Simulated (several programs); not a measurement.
# What each method gives for AgCl (rocksalt)

Rocksalt AgCl, relaxed with r2SCAN in Ansatz, was computed with several methods. Space group Fm-3m (No. 225), cubic; conventional cell a = 5.546 Å, 21.33 Å³ an atom. Ag is surrounded by 6 Cl at 2.77 Å; Cl is surrounded by 6 Ag at 2.77 Å. Spin-unpolarised throughout; all numbers are computed.

```cif
data_structure
_symmetry_space_group_name_H-M 'Fm-3m'
_symmetry_Int_Tables_number 225
_cell_length_a 5.5464
_cell_length_b 5.5464
_cell_length_c 5.5464
_cell_angle_alpha 90.000
_cell_angle_beta 90.000
_cell_angle_gamma 90.000
_cell_volume 170.62
loop_
_atom_site_label
_atom_site_type_symbol
_atom_site_symmetry_multiplicity
_atom_site_Wyckoff_symbol
_atom_site_fract_x
_atom_site_fract_y
_atom_site_fract_z
_atom_site_occupancy
Ag1 Ag 4 a 0.00000 0.00000 0.00000 1
Cl1 Cl 4 b 0.50000 0.00000 0.00000 1
```

Gaps and times are for a single point on this cell; volume and bulk modulus come from each method's own relaxation or energy curve at fixed shape. Times are rough, from shared hosts (AMD EPYC 7R43 64-Core Processor; Arm Neoverse V1), and each method has its own mesh and cell size. GFN1-xTB (tblite), GFN2-xTB (tblite) treat a cluster of cells at its zone centre, which samples few k points: where these miss a band edge, the gap comes out too large for that reason alone. Gaps from k meshes are read at a limited set of points (mesh, symmetry points, PBE's band edges), so each method's own least gap may be somewhat smaller. xTB and the PM methods were fitted mostly to molecules, and can miss a solid's gap by electronvolts. Minimal bases can be far off for gaps. Times of the plane-wave rungs are withheld (a dash), since they come from other jobs, hosts and meshes; the meshes of hybrids and Hartree-Fock don't converge their gaps to the digits shown. GLLB-SC's gap includes the derivative discontinuity. d marks a direct gap, i an indirect one (no mark: not told apart), a dash a value that wasn't computed or didn't pass its checks.

| method | kind | gap (eV) | own volume (Å³/atom) | bulk modulus (GPa) | atoms computed | processor time |
| --- | --- | --- | --- | --- | --- | --- |
| light PBE (260 eV, its own mesh) | light plane-wave | 0.97 i | – | – | 2 | 0.74 s |
| PBE | semilocal | 0.91 i | 22.09 | 42 | 2 | – |
| GFN1-xTB (tblite) | tight binding | 1.88 | 21.67 | 64 | cluster | 3 s |
| r2SCAN | semilocal | 1.48 i | 21.33 | 50 | 2 | – |
| GFN2-xTB (tblite) | tight binding | 2.18 | 20.40 | 63 | cluster | 5.7 s |
| PBE/SZV (CP2K) | small basis | 0.76 i | – | – | 2 | 6 s |
| PBE+SOC | semilocal | 0.87 i | – | – | 2 | – |
| PBE/single zeta (GPAW) | small basis | 0.59 i | – | – | 2 | 10 s |
| GLLB-SC (GPAW) | model potential | 2.39 | – | – | 2 | 12 s |
| PBE/DZVP (CP2K) | small basis | 0.88 i | 22.41 | 41 | 2 | 19 s |
| PBE0 | hybrid | 3.11 i | – | – | 2 | – |
| HSE06 | hybrid | 2.41 i | – | – | 2 | – |

Against HSE06 (2.41 eV) the nearest gap at the points sampled is that of GLLB-SC (GPAW) (-0.02 eV) and the farthest that of PBE/single zeta (GPAW) (-1.82 eV). HSE06 is only a yardstick of convenience, and nearness to it can be luck.

Volumes against r2SCAN's: PBE +3.6 %, GFN1-xTB (tblite) +1.6 %, GFN2-xTB (tblite) -4.4 %, PBE/DZVP (CP2K) +5.1 %.

Runs without a result: PM7 (MOPAC) (single point, out of time).

Only the rows marked +SOC include spin-orbit coupling.
